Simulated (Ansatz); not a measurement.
GaSb:

```
Sb Ga
1.0
    -2.75343    2.75343    1.59071
     2.75343   -2.75343    1.59071
     2.75343    2.75343   -1.59071
Sb Ga
1 1
Direct
  0.00000 0.00000 0.00000
  0.75000 0.25000 0.50000
```

Measurements of this composition are mostly on another form, of space group No. 216.

- Program: Ansatz 0.2.0
- Task: relaxation of cell and atoms
- Functional: LDA
- Potentials or basis: all-electron LAPW, scalar-relativistic
- Basis error allowed: 0.001 eV/atom
- k mesh: 10 × 10 × 10
- Occupations: fermi-dirac, width 0.05 eV
- Spin: no spin polarisation

At the start: volume 24.12 Å³/atom.

Task: How do energy, volume and symmetry change on relaxing?

Result: Over 5 steps the energy falls by 26.9 meV/atom and the volume is 22.28 Å³/atom (-7.6 %); space group I-4m2 (No. 119, to 0.05 Å).

The path:
| step | energy change (eV) | largest force (eV/Å) | volume (Å³) |
| --- | --- | --- | --- |
| 1 | 0.0000 | 0.0000 | 48.24 |
| 2 | -0.0408 | 0.0000 | 42.93 |
| 3 | -0.0534 | 0.0000 | 44.81 |
| 4 | -0.0537 | 0.0000 | 44.56 |
| 5 | -0.0537 | 0.0000 | 44.56 |

Final structure:
```
Sb Ga
1.0
    -2.69260    2.69260    1.53638
     2.69260   -2.69260    1.53638
     2.69260    2.69260   -1.53638
Sb Ga
1 1
Direct
  0.00000 0.00000 0.00000
  0.75000 0.25000 0.50000
```
